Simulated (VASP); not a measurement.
# KF (Carobbiite): K into a neighbouring K vacancy, part 2 of 5

How hard is this move in KF (Carobbiite): K into a neighbouring K vacancy? Both ends are relaxed first, then a band of images between them. The start is a cell from a database of measured crystal structures.

VASP 6.6.1; PBEsol; plane waves and PAW (K_pv, F).

So far. Step 2 (Relax the host): The run ended after 3 ionic steps, 0.001 eV below its first step, once forces and stress met EDIFFG = -0.02.

**3. Relax the start**

System of this step: Carobbiite. The cell holds 53 atoms: 26 K and 27 F. Cell: a = 11.385 Å, b = 11.385 Å, c = 11.385 Å, α = 60.0°, β = 60.0°, γ = 60.0°. It derives from KF (Carobbiite). Nearest the centre at fractional (0.000, 0.000, 0.167): F45 at 1.89 Å, F33 at 1.90 Å, K1 at 1.91 Å, F52 at 3.25 Å, F29 at 3.26 Å, K3 at 3.28 Å, K19 at 3.29 Å, K7 at 3.29 Å. The cell carries charge −1.

A path needs two true minima; the start is relaxed with symmetry off.

This cell carries charge -1, set by NELECT and balanced by a uniform background.

Input file INCAR:

```
SYSTEM = K26F27
PREC = Normal
ENCUT = 400
EDIFF = 1E-05
NELM = 120
ISMEAR = 0
SIGMA = 0.05
LREAL = Auto
ALGO = Fast
GGA = PS
NELECT = 372
NBANDS = 228
LORBIT = 11
LWAVE = .FALSE.
LCHARG = .FALSE.
NCORE = 6
IBRION = 2
NSW = 60
ISIF = 2
EDIFFG = -0.05
POTIM = 0.4
MAXMIX = 40
ISYM = 0
```

Input file POSCAR:

```
K26F27
1.0
    0.0000000000      8.0502561219      8.0502561219
    8.0502561219      0.0000000000      8.0502561219
    8.0502561219      8.0502561219      0.0000000000
K F
26 27
Direct
    0.0010017955     -0.0001808599      0.3343727602
    0.0032978922     -0.0021889223      0.6656180343
    0.0018417349      0.3323973395     -0.0003980091
    0.0003490606      0.3343425226      0.3330548847
    0.0001135676      0.3320219919      0.6661483668
   -0.0010578308      0.6669979200      0.0011565161
    0.0006619148      0.6660249802      0.3320324519
    0.0032003839      0.6659673816      0.6666812459
    0.3341375029     -0.0012383722     -0.0054972209
    0.3343931199     -0.0005198735      0.3328043199
    0.3288521535      0.0035430606      0.6683851499
    0.3324227968      0.3358911798      0.0025172009
    0.3321326211      0.3349500937      0.3304395790
    0.3308246022      0.3341446609      0.6661261730
    0.3321271879      0.6676286708     -0.0011409890
    0.3326300160      0.6661121566      0.3341250608
    0.3341013426      0.6666957706      0.6681126663
    0.6679690383     -0.0025481457      0.0005153402
    0.6653791538      0.0035594088      0.3319581050
    0.6647504731      0.0011363439      0.6654804773
    0.6657182508      0.3318416079      0.0016261368
    0.6677103701      0.3311300404      0.3327854763
    0.6652694770      0.3306342872      0.6699508013
    0.6675023320      0.6650918277      0.0022068390
    0.6689231228      0.6650398714      0.3329457465
    0.6632842687      0.6663676458      0.6691914132
    0.1672126201      0.1680469224      0.1650131010
    0.1629156740      0.1674484046      0.4996993222
    0.1656179207      0.1661247966      0.8360708827
    0.1678033096      0.5000270575      0.1666370036
    0.1657790118      0.5006520640      0.5015248660
    0.1655036436      0.4955710165      0.8371192365
    0.1651093330      0.8313495400      0.1683059856
    0.1665155537      0.8356270981      0.4985330750
    0.1691679398      0.8338601467      0.8324944998
    0.4965554272      0.1663490769      0.1679356041
    0.4968283726      0.1681276281      0.5028951338
    0.5006415620      0.1681421610      0.8322162303
    0.4990872858      0.4991374174      0.1676135403
    0.4989596041      0.5026947270      0.4984718647
    0.4931494692      0.5007234482      0.8363959448
    0.5011553598      0.8296912828      0.1718412864
    0.5012408836      0.8300037668      0.5002223467
    0.5008570039      0.8337980316      0.8316114688
    0.8339626946      0.1655987274      0.1667276756
    0.8328047106      0.1648341231      0.4997340486
    0.8305715881      0.1667132327      0.8333029531
    0.8313904783      0.5018089412      0.1684773912
    0.8318912316      0.5008743300      0.5003965275
    0.8317159567      0.4987372280      0.8356523419
    0.8302528642      0.8337900872      0.1682802633
    0.8359881929      0.8347213271      0.4963748723
    0.8323368277      0.8290186431      0.8347275304
```

Input file KPOINTS:

```
Automatic mesh
0
Gamma
1 1 1
0 0 0
```

Potentials, in the order of the species: K_pv and F (PBE family, release 64).

Run with:

```sh
mpirun -np 6 vasp_gam
```

Log:

```text
[banner, memory and clock lines left out]
running    6 mpi-ranks, on    1 nodes
 distrk:  each k-point on    6 cores,    1 groups
 distr:  one band on    6 cores,    1 groups

 POSCAR found type information on POSCAR K F
 POSCAR found :  2 types and      53 ions
 [... a notice as in an earlier step ...]

 [... a notice as in an earlier step ...]

 LDA part: xc-table for (Slater+PW92), standard interpolation
 POSCAR, INCAR and KPOINTS ok, starting setup
 FFT: planning ... GRIDC
 FFT: planning ... GRID_SOFT
 FFT: planning ... GRID
 WAVECAR not read
 entering main loop
       N       E                     dE             d eps       ncg     rms          rms(c)
DAV:   1     0.442355293638E+04    0.44236E+04   -0.16370E+05   456   0.136E+03
DAV:   2     0.450679431688E+03   -0.39729E+04   -0.37669E+04   576   0.403E+02
DAV:   3    -0.229162009925E+03   -0.67984E+03   -0.67540E+03   520   0.168E+02
DAV:   4    -0.255183164665E+03   -0.26021E+02   -0.25937E+02   520   0.330E+01
DAV:   5    -0.255423084643E+03   -0.23992E+00   -0.23978E+00   520   0.358E+00BRMIX: very serious problems
 the old and the new charge density differ
 old charge density:   371.00000 new  371.99999
    0.290E+01
RMM:   6    -0.225875399281E+03    0.29548E+02   -0.12140E+02   456   0.171E+01    0.154E+01
RMM:   7    -0.225543040332E+03    0.33236E+00   -0.10931E+01   456   0.409E+00    0.111E+01
RMM:   8    -0.225399236262E+03    0.14380E+00   -0.25722E+00   456   0.407E+00    0.149E+00
RMM:   9    -0.225443328779E+03   -0.44093E-01   -0.60641E-01   456   0.117E+00    0.591E-01
RMM:  10    -0.225471740167E+03   -0.28411E-01   -0.97535E-02   456   0.679E-01    0.455E-01
RMM:  11    -0.225470314973E+03    0.14252E-02   -0.13834E-02   461   0.208E-01    0.125E-01
RMM:  12    -0.225471278819E+03   -0.96385E-03   -0.80106E-03   456   0.187E-01    0.168E-01
RMM:  13    -0.225470982903E+03    0.29592E-03   -0.54821E-03   456   0.137E-01    0.596E-02
RMM:  14    -0.225470928310E+03    0.54592E-04   -0.41340E-04   456   0.383E-02    0.209E-02
RMM:  15    -0.225470962632E+03   -0.34322E-04   -0.35338E-04   378   0.339E-02    0.378E-02
RMM:  16    -0.225470940082E+03    0.22550E-04   -0.12160E-04   378   0.198E-02    0.316E-03
RMM:  17    -0.225470944014E+03   -0.39312E-05   -0.35369E-05   349   0.916E-03
   1 F= -.22547094E+03 E0= -.22547094E+03  d E =-.225471E+03
 curvature:   0.00 expect dE= 0.000E+00 dE for cont linesearch  0.000E+00
 trial: gam= 0.00000 g(F)=  0.219E+00 g(S)=  0.000E+00 ort = 0.000E+00 (trialstep = 0.100E+01)
 search vector abs. value=  0.219E+00
 bond charge predicted
       N       E                     dE             d eps       ncg     rms          rms(c)
DAV:   1    -0.225603007149E+03   -0.13207E+00   -0.39461E+01   480   0.117E+01    0.706E-01
RMM:   2    -0.225711432289E+03   -0.10843E+00   -0.97050E-01   456   0.191E+00    0.158E+00
RMM:   3    -0.225672273871E+03    0.39158E-01   -0.10838E-01   456   0.725E-01    0.709E-01
RMM:   4    -0.225673390675E+03   -0.11168E-02   -0.13408E-01   456   0.634E-01    0.456E-01
RMM:   5    -0.225668781743E+03    0.46089E-02   -0.41666E-02   456   0.372E-01    0.193E-01
RMM:   6    -0.225668350921E+03    0.43082E-03   -0.19626E-03   456   0.854E-02    0.820E-02
RMM:   7    -0.225668347045E+03    0.38760E-05   -0.15852E-03   456   0.780E-02    0.557E-02
RMM:   8    -0.225668309119E+03    0.37927E-04   -0.12127E-04   412   0.244E-02    0.282E-02
RMM:   9    -0.225668302929E+03    0.61891E-05   -0.15655E-04   378   0.228E-02    0.111E-02
RMM:  10    -0.225668299952E+03    0.29778E-05   -0.18160E-05   282   0.864E-03
   2 F= -.22566830E+03 E0= -.22566830E+03  d E =-.197356E+00
[...]
3 F= -.22599197E+03 E0= -.22599197E+03  d E =-.521029E+00
[...]
4 F= -.22600648E+03 E0= -.22600648E+03  d E =-.535533E+00
[...]
5 F= -.22605473E+03 E0= -.22605473E+03  d E =-.482567E-01
[...]
6 F= -.22610251E+03 E0= -.22610251E+03  d E =-.960346E-01
[...]
7 F= -.22611183E+03 E0= -.22611183E+03  d E =-.931473E-02
 trial-energy change:   -0.009315  1 .order   -0.009281   -0.011536   -0.007027
 step:   6.7024(harm=  6.7024)  dis= 0.02303  next Energy=  -226.117267 (dE=-0.148E-01)
 bond charge predicted
       N       E                     dE             d eps       ncg     rms          rms(c)
DAV:   1    -0.226091614913E+03    0.20207E-01   -0.15291E+01   464   0.858E+00    0.455E-01
RMM:   2    -0.226116418958E+03   -0.24804E-01   -0.25854E-01   456   0.108E+00    0.851E-02
RMM:   3    -0.226117284069E+03   -0.86511E-03   -0.15319E-02   456   0.308E-01    0.455E-02
RMM:   4    -0.226117506176E+03   -0.22211E-03   -0.25371E-03   455   0.113E-01    0.136E-02
RMM:   5    -0.226117548001E+03   -0.41825E-04   -0.48187E-04   449   0.505E-02    0.128E-02
RMM:   6    -0.226117554403E+03   -0.64022E-05   -0.11150E-04   429   0.229E-02    0.900E-03
RMM:   7    -0.226117555175E+03   -0.77200E-06   -0.28361E-05   323   0.123E-02
   8 F= -.22611756E+03 E0= -.22611756E+03  d E =-.150438E-01
 curvature:  -3.76 expect dE=-0.725E-03 dE for cont linesearch -0.222E-05
 trial: gam= 0.02000 g(F)=  0.193E-03 g(S)=  0.000E+00 ort = 0.541E-04 (trialstep = 0.344E+01)
 search vector abs. value=  0.197E-03
 reached required accuracy - stopping structural energy minimisation
```

The job ended after 99 s (6 MPI ranks of AMD EPYC 7R43, shared host; peak memory 0.94 GiB; 9.8 min of CPU time).

OUTCAR, selected parts (step 3):

```text
NELECT = 372

 ion  position               nearest neighbor table
   1  0.001  1.000  0.334-  34 2.65  52 2.66  46 2.66  27 2.69  33 2.69  45 2.69   2 3.77  22 3.78
                            10 3.78  16 3.79   8 3.79   4 3.80   3 3.80  20 3.80  19 3.81   7 3.82
   2  0.003  0.998  0.666-  34 2.65  28 2.65  35 2.68  46 2.71  47 2.71  53 2.74  11 3.76  17 3.77
                             8 3.77   1 3.77  10 3.78   5 3.79   6 3.79   4 3.81  18 3.82  23 3.82
   3  0.002  0.332  1.000-  32 2.63  29 2.66  27 2.66  50 2.69  45 2.69  48 2.72  14 3.77   9 3.79
                             8 3.79  24 3.80  22 3.80   1 3.80   4 3.80  12 3.80   6 3.80   5 3.81
   4  0.000  0.334  0.333-  28 2.65  30 2.68  48 2.69  49 2.69  27 2.69  46 2.71  13 3.77  25 3.77
                            12 3.77   7 3.77   5 3.78   6 3.78   1 3.80   3 3.80  22 3.81  10 3.81
   5  0.000  0.332  0.666-  28 2.67  49 2.69  31 2.69  47 2.70  29 2.70  50 2.71  11 3.74  14 3.78
                             4 3.78   2 3.79  23 3.80  13 3.80   7 3.80   3 3.81  21 3.81  26 3.82
   6  0.999  0.667  0.001-  48 2.68  53 2.68  51 2.69  30 2.69  32 2.70  35 2.71  18 3.77  25 3.77
                             7 3.77  24 3.78   4 3.78  12 3.78  15 3.78   8 3.79   2 3.79   3 3.80
   7  0.001  0.666  0.332-  33 2.65  30 2.67  52 2.68  49 2.69  51 2.69  31 2.69   6 3.77  13 3.77
                             4 3.77  25 3.78  15 3.78  16 3.79   5 3.80   1 3.82   8 3.82  19 3.83
   8  0.003  0.666  0.667-  31 2.66  53 2.67  32 2.68  34 2.68  52 2.72  50 2.73  14 3.75  16 3.77
                             2 3.77  17 3.78   6 3.79   1 3.79   3 3.79  24 3.82   5 3.82   7 3.82
   9  0.334  0.999  0.995-  29 2.63  44 2.64  38 2.70  33 2.71  27 2.74  42 2.77  11 3.72  20 3.76
                            15 3.76  14 3.78   3 3.79  24 3.80  16 3.83  18 3.83   1 3.83  10 3.86
  10  0.334  0.999  0.333-  36 2.65  42 2.66  34 2.67  43 2.69  28 2.70  27 2.70   2 3.78   1 3.78
                            19 3.79  18 3.79  13 3.79  12 3.80  16 3.80  17 3.80   4 3.81  25 3.81
  11  0.329  0.004  0.668-  35 2.65  29 2.66  37 2.68  28 2.69  44 2.70  43 2.75   9 3.72   5 3.74
                             2 3.76  14 3.76  15 3.79  20 3.79  17 3.81  13 3.81  10 3.81  26 3.82
  12  0.332  0.336  0.003-  41 2.62  30 2.64  36 2.65  32 2.68  27 2.68  38 2.72  13 3.73  15 3.75
                            21 3.77   4 3.77   6 3.78  17 3.79  23 3.79  10 3.80   3 3.80  18 3.84
  13  0.332  0.335  0.330-  30 2.64  36 2.67  39 2.67  28 2.71  31 2.71  37 2.71  12 3.73   4 3.77
                            21 3.77   7 3.77  15 3.78  19 3.78  10 3.79  16 3.79   5 3.80  14 3.81
  14  0.331  0.334  0.666-  37 2.65  31 2.65  32 2.68  29 2.68  38 2.70  40 2.71   8 3.75  11 3.76
                             3 3.77   5 3.78   9 3.78  16 3.78  20 3.80  23 3.81  13 3.81  22 3.82
  15  0.332  0.668  0.999-  35 2.65  41 2.65  30 2.67  33 2.68  44 2.70  39 2.70  12 3.75   9 3.76
                            17 3.76  26 3.76  13 3.78   7 3.78   6 3.78  11 3.79  21 3.81  16 3.81
  16  0.333  0.666  0.334-  40 2.66  42 2.67  31 2.68  33 2.68  39 2.68  34 2.69   8 3.77  14 3.78
                             1 3.79   7 3.79  13 3.79  24 3.80  10 3.80  15 3.81  17 3.81  22 3.81
  17  0.334  0.667  0.668-  41 2.64  43 2.66  35 2.67  40 2.69  34 2.71  32 2.73  26 3.75  15 3.76
                             2 3.77   8 3.78  12 3.79  23 3.80  10 3.80   6 3.80  11 3.81  25 3.81
  18  0.668  0.997  0.001-  51 2.66  47 2.67  53 2.69  42 2.69  38 2.70  36 2.71   6 3.77  24 3.78
                            23 3.78  25 3.78  10 3.79  19 3.79  21 3.80  20 3.81   2 3.82   9 3.83
  19  0.665  0.004  0.332-  45 2.66  36 2.68  51 2.68  52 2.70  37 2.70  43 2.72  22 3.75  21 3.75
                            20 3.78  13 3.78  10 3.79  18 3.79   1 3.81  25 3.83   7 3.83  11 3.83
  20  0.665  0.001  0.665-  37 2.66  44 2.67  46 2.67  38 2.69  52 2.70  53 2.71   9 3.76  22 3.77
[...]
52  0.836  0.835  0.496-   1 2.66   7 2.68  19 2.70  20 2.70   8 2.72  26 2.75
  53  0.832  0.829  0.835-  24 2.65   8 2.67   6 2.68  18 2.69  20 2.71   2 2.74

 Found      1 irreducible k-points:

   k-points           NKPTS =      1   k-points in BZ     NKDIM =      1   number of bands    NBANDS=    228

   dimension x,y,z NGX =    56 NGY =   56 NGZ =   56
   dimension x,y,z NGXF=   112 NGYF=  112 NGZF=  112

   ENCUT  =  400.0 eV  29.40 Ry    5.42 a.u.  18.57 18.57 18.57*2*pi/ulx,y,z

 E-fermi :  -4.6475

 k-point     1 :       0.0000    0.0000    0.0000
  band No.  band energies     occupation
    ...
    182      -4.9030      2.00000
    183      -4.9010      2.00000
    184      -4.9004      2.00000
    185      -4.8819      2.00000
    186      -4.8805      2.00000
    187       0.9238      0.00000
    188       3.1152      0.00000
    189       3.1410      0.00000
    190       3.2379      0.00000
    191       3.2395      0.00000
    ...

  Total      -28.6106816    -28.5972821    -28.6072336      0.1915104      0.1955089      0.1860892
  in kB      -43.9318708    -43.9112957    -43.9265763      0.2940654      0.3002051      0.2857411
  external PRESSURE =     -43.9232476 kB  Pullay stress =       0.0000000 kB

  energy-cutoff  :      400.00
  volume of cell :     1043.42
      direct lattice vectors                 reciprocal lattice vectors
     0.000000000  8.050256122  8.050256122    -0.062109825  0.062109825  0.062109825
     8.050256122  0.000000000  8.050256122     0.062109825 -0.062109825  0.062109825
     8.050256122  8.050256122  0.000000000     0.062109825  0.062109825 -0.062109825

 POSITION                                       TOTAL-FORCE (eV/Angst)
 -----------------------------------------------------------------------------------
     10.67259      2.62684      8.05352         0.008920      0.002771     -0.012586
     13.47241     13.46929     16.08974        -0.004937     -0.002845      0.005035
      2.63012      8.05123     10.67097         0.003151     -0.001157      0.002849
      5.37078     10.72868     10.72420         0.007865     -0.001061      0.000962
      8.05343     13.47278     10.66309        -0.003346     -0.002383      0.006969
      5.42754      8.04953     13.47472         0.001932     -0.005616     -0.014834
      8.05570     10.67166     13.47140        -0.002148      0.007824     -0.002267
     10.72978      5.37097      5.36365        -0.002144     -0.006555      0.000424
      8.04787      2.62664     10.67434        -0.001227      0.001541     -0.001760
     10.72933      5.37242     10.72589        -0.003485      0.003743     -0.002344
      5.42840      8.03943      2.62367        -0.002649      0.016282     -0.000392
     10.73246     10.72904      5.36229         0.003593      0.005686      0.009888
      5.37733      5.36335      5.36200        -0.008965      0.001239      0.004323
      8.05885      8.04978      5.39569        -0.011998     -0.006554      0.003795
     13.47540     10.67219      8.04861        -0.001197      0.006615     -0.000976
      8.05019      5.40453      8.04351        -0.003302     -0.003954     -0.001019
     10.70218      8.04882      8.04359        -0.011466      0.005559      0.011554
      8.04489      5.41933     13.46190         0.005861      0.005096     -0.002311
      2.62985      8.04829      5.42009         0.002465      0.001587     -0.000668
      5.36673     10.72751      5.36662         0.001943     -0.007134     -0.004979
      2.62145      5.42335      8.03861         0.009501      0.001577      0.006166
      5.40442      8.04916      8.04404        -0.001248     -0.003795     -0.001875
      8.05013     10.69464      8.03962         0.001893     -0.002432      0.006634
      5.36916      5.37386     10.71989         0.002200     -0.005831     -0.001941
      8.05447      8.05649     10.69283        -0.001774     -0.005580     -0.004484
     10.73402     10.73228     10.72466        -0.000657     -0.002851      0.001884
      2.68731      2.69472      2.68959         0.012915      0.000375      0.005023
      5.35856      5.35051      2.68010        -0.001686      0.003781      0.003159
      8.05740      8.04898      2.86988        -0.005397     -0.000178      0.000901
      5.37013      2.68236      5.35807        -0.020812      0.009734     -0.009106
      8.05332      5.35523      5.35074        -0.002687      0.006922      0.000804
     10.74762      8.05113      5.35649        -0.009112      0.001417      0.001885
      8.05069      2.87719      8.05068        -0.003224      0.001490     -0.007528
     10.74032      5.36267      8.04802        -0.003819     -0.001326     -0.007617
     13.22666      8.04468      8.04767         0.002827      0.003811      0.002116
      2.68864      5.36129      5.35390         0.007693     -0.014670     -0.008238
      5.36750      8.04118      5.35483        -0.002682      0.004528     -0.001128
      8.04718     10.73883      5.34988         0.006126     -0.006002      0.009753
[...]
-----------------------------------------------------------------------------------
    total drift:                               -0.005648      0.006538      0.007666

  FREE ENERGIE OF THE ION-ELECTRON SYSTEM (eV)
  ---------------------------------------------------
  free  energy   TOTEN  =      -226.1175551754 eV

  energy  without entropy=     -226.1175551754  energy(sigma->0) =     -226.11755518

 total charge
# of ion       s       p       d       tot
------------------------------------------
    1        0.075   6.126   0.094   6.294
    2        0.075   6.126   0.093   6.294
    3        0.075   6.126   0.093   6.294
    4        0.076   6.130   0.095   6.301
    5        0.074   6.125   0.093   6.293
    6        0.075   6.126   0.094   6.294
    7        0.074   6.125   0.093   6.293
    8        0.076   6.129   0.095   6.301
    9        0.075   6.126   0.094   6.294
   10        0.076   6.130   0.095   6.301
   11        0.074   6.125   0.093   6.292
   12        0.076   6.129   0.095   6.299
   13        0.076   6.129   0.095   6.300
   14        0.083   6.150   0.107   6.340
   15        0.074   6.125   0.093   6.293
   16        0.083   6.150   0.107   6.340
   17        0.083   6.150   0.107   6.341
   18        0.075   6.126   0.093   6.294
   19        0.075   6.125   0.093   6.293
   20        0.076   6.129   0.095   6.300
   21        0.074   6.125   0.093   6.293
   22        0.083   6.150   0.107   6.340
   23        0.083   6.150   0.107   6.340
   24        0.076   6.129   0.095   6.300
   25        0.083   6.150   0.106   6.339
   26        0.076   6.129   0.095   6.301
   27        1.764   4.362   0.000   6.126
   28        1.764   4.362   0.000   6.126
   29        1.765   4.364   0.000   6.129
   30        1.764   4.362   0.000   6.126
   31        1.764   4.359   0.000   6.123
   32        1.764   4.360   0.000   6.124
   33        1.765   4.364   0.000   6.129
   34        1.764   4.359   0.000   6.124
   35        1.765   4.364   0.000   6.129
   36        1.764   4.362   0.000   6.126
   37        1.764   4.359   0.000   6.123
[...]
--------------------------------------------------
tot         49.638 277.202   2.520 329.359

[... 1 part as in an earlier step ...]

[... 2 further parts left out ...]
```

Relaxation path:

| step | energy less that of the first step (eV) | largest force (eV/Å) |
| --- | --- | --- |
| 1 | 0.0000 | 0.6929 |
| 2 | -0.1974 | 0.5905 |
| 3 | -0.5210 | 0.2321 |
| 4 | -0.5355 | 0.3120 |
| 5 | -0.5838 | 0.2165 |
| 6 | -0.6316 | 0.0803 |
| 7 | -0.6409 | 0.0511 |
| 8 | -0.6466 | 0.0247 |

The atoms that moved most (Å):

| atom | dx | dy | dz | length |
| --- | --- | --- | --- | --- |
| F45 | 0.202 | -0.003 | 0.000 | 0.202 |
| F29 | -0.011 | -0.015 | 0.199 | 0.200 |
| F33 | 0.003 | 0.193 | 0.029 | 0.195 |
| F35 | -0.188 | -0.019 | -0.027 | 0.191 |
| F51 | -0.013 | 0.007 | -0.177 | 0.178 |
| F47 | -0.005 | -0.175 | 0.007 | 0.175 |
| K1 | -0.068 | -0.073 | -0.003 | 0.100 |
| K2 | 0.081 | 0.034 | -0.020 | 0.090 |

A gap read on the k-mesh alone can miss the band edges.

This step gave:

```yaml
electronic_cycles: 80
electrons: 372
free_energy_toten: -226.1176 eV
fermi_energy: -4.647 eV
gap_on_the_k_mesh: 5.804 eV
least_direct_gap_on_the_k_mesh: 5.804 eV
```

The run ended after 8 ionic steps, 0.647 eV below its first step, once the forces on the free atoms met EDIFFG = -0.05.

(Part 2 of 5 ends here.)

[Lines on the potential files, build, host, timing and source positions are cut from VASP's logs without a mark.]

[Logs are printed without paths, hosts, clocks, repeated set-up lines and the standing remarks that a program may print on its own settings, such as how far it seeks lower states.]

[Hosts, paths, dates, database ids (printed as entryN), source tags and the programs' standing remarks are cut or masked in the printed files.]

[Runs that stopped without an error message from VASP are left out.]
